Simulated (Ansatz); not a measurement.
**ZnO from LDA upwards**

The starting cell is an entry of the Crystallography Open Database, a measured cell (2014, 298 K):

```yaml
crystal:
  lattice:
    - [3.24931, 0.00000, 0.00000]
    - [-1.62465, 2.81398, 0.00000]
    - [0.00000, 0.00000, 5.20571]
  atoms:
    - { symbol: Zn, position: [0.33333, 0.66667, 0.50000] }
    - { symbol: Zn, position: [0.66667, 0.33333, 0.00000] }
    - { symbol: O, position: [0.66667, 0.33333, 0.37901] }
    - { symbol: O, position: [0.33333, 0.66667, 0.87901] }
```

Atoms and cell were relaxed at zero pressure with plane-wave PAW DFT (Ansatz 0.2.0; one set of PAW datasets, made under PBE, for all functionals; 420 eV, r2SCAN 500 eV; 12×12×6 Γ-centred mesh, fermi-dirac occupations of width 0.020 eV; no spin polarisation, no spin-orbit coupling, no dispersion correction), keeping the symmetry (P6_3mc, No. 186).

Q: What cells and energies do LDA, PBEsol, PBE, r2SCAN give?

A: The relaxed conventional cells:

```json
{"functional": "LDA", "a (Å)": "3.187", "c (Å)": "5.153", "volume (Å³/atom)": "11.33", "formation energy (eV/atom)": "-1.676"}
{"functional": "PBEsol", "a (Å)": "3.231", "c (Å)": "5.216", "volume (Å³/atom)": "11.79", "formation energy (eV/atom)": "-1.467"}
{"functional": "PBE", "a (Å)": "3.280", "c (Å)": "5.294", "volume (Å³/atom)": "12.33", "formation energy (eV/atom)": "-1.423"}
{"functional": "r2SCAN", "a (Å)": "3.235", "c (Å)": "5.211", "volume (Å³/atom)": "11.81", "formation energy (eV/atom)": "-1.633"}
{"functional": "the entry", "a (Å)": "3.249", "c (Å)": "5.206", "volume (Å³/atom)": "11.90", "formation energy (eV/atom)": "–"}
```

LDA gives the smallest volume and PBE the largest, 8.8 % more, the usual order, since LDA overbinds and PBE's gradient terms loosen the lattice. Against the entry's volume: LDA -4.8 %, PBEsol -0.9 %, PBE +3.6 %, r2SCAN -0.8 %; r2SCAN and PBEsol come about as near. The formation energies span 0.25 eV an atom, lowest under LDA.

Caveats: each relaxation keeps the start's symmetry, so a distorted cell may lie lower; computed cells are at 0 K with fixed nuclei, while the entry holds thermal expansion, often some tenths of a per cent in volume and more in soft crystals; formation energies are at zero smearing against the elements' usual phases under the same functional, gases as free molecules, uncorrected.
